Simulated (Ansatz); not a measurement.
(100) slab cut from the bulk of Sn, I4/mmm (No. 139); the slab's formula is Sn:

```xyz
7
Lattice="3.2347 0.0000 0.0000 0.0000 5.0678 0.0000 0.0000 0.0000 24.7040" Properties=species:S:1:pos:R:3 pbc="T T T"
Sn    1.6173    2.5339    7.5000
Sn    0.0000    0.0000    9.1173
Sn    1.6173    2.5339   10.7347
Sn    0.0000    0.0000   12.3520
Sn    1.6173    2.5339   13.9693
Sn    0.0000    0.0000   15.5866
Sn    1.6173    2.5339   17.2040
```

The calculation used DFT PBEsol, scalar-relativistic, plane waves, PAW in Ansatz. Settings: cutoff 420 eV, Γ-centred mesh 11×7×1 on the computed 7-atom cell, Gaussian smearing of 0.10 eV; no spin polarisation. A dipole correction removes the field between periodic images along c.

Q: What forces act on the atoms?

A:
| atom | Fx (eV/Å) | Fy (eV/Å) | Fz (eV/Å) |
| --- | --- | --- | --- |
| Sn1 | 0.000 | 0.000 | 0.571 |
| Sn2 | 0.000 | 0.000 | -0.414 |
| Sn3 | 0.000 | 0.000 | -0.072 |
| Sn4 | 0.000 | 0.000 | 0.000 |
| Sn5 | 0.000 | 0.000 | 0.072 |
| Sn6 | 0.000 | 0.000 | 0.414 |
| Sn7 | 0.000 | 0.000 | -0.571 |

The reference crystal is a form of Sn, which isn't its usual structure.

Cost: 1 run of about 0.39 core-minutes, on AMD EPYC 9R45 (Zen 5) (shared hosts).